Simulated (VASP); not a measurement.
Write the native input for VASP 6.6.1 that does the following.

```
Task                   : single point
Functional             : PBE
Potentials or basis    : VASP PAW PBE potentials, release 64 (Ga_d, As)
Cutoff                 : 520 eV
k mesh                 : 6 × 6 × 6
Occupations            : fermi-dirac, width 0.05 eV
Spin                   : no spin polarisation
Dipole correction      : no
Further INCAR settings : ALGO = Normal; EDIFF = 1e-06; NBANDS = 16
```

The structure of GaAs lies in POSCAR:

```
GaAs
1.0
    0.0000000000      2.8268500000      2.8268500000
    2.8268500000      0.0000000000      2.8268500000
    2.8268500000      2.8268500000      0.0000000000
Ga As
1 1
Direct
    0.0000000000      0.0000000000      0.0000000000
    0.2500000000      0.2500000000      0.2500000000
```

One way to write it, as run:

INCAR

```
  PREC = Accurate
  ENCUT = 520
  EDIFF = 1E-6
  ISMEAR = -1
  SIGMA = 0.05
  LREAL = False
  LASPH = True
  NELM = 100
  ALGO = Normal
  ISIF = 2
  LWAVE = False
  LCHARG = True
  GGA = PE
  LELF = True
  LVHAR = True
  NBANDS = 16
```

KPOINTS

```
regular mesh
0
Gamma
  6 6 6
```

Potentials or basis: VASP PAW PBE potentials, release 64 (Ga_d, As).

Launch:

```sh
$ cat potpaw_PBE.64/Ga_d/POTCAR potpaw_PBE.64/As/POTCAR > POTCAR
$ mpirun -np 1 vasp_std > vasp.out
```

It gave:

```
Pressure               : 3.4 GPa
Band gap on the k mesh : 0.52 eV, direct
```

It took 12 s on 1 thread of Intel(R) Xeon(R) Platinum 8488C (Sapphire Rapids), with other jobs on the host, peak memory 0.16 GiB.
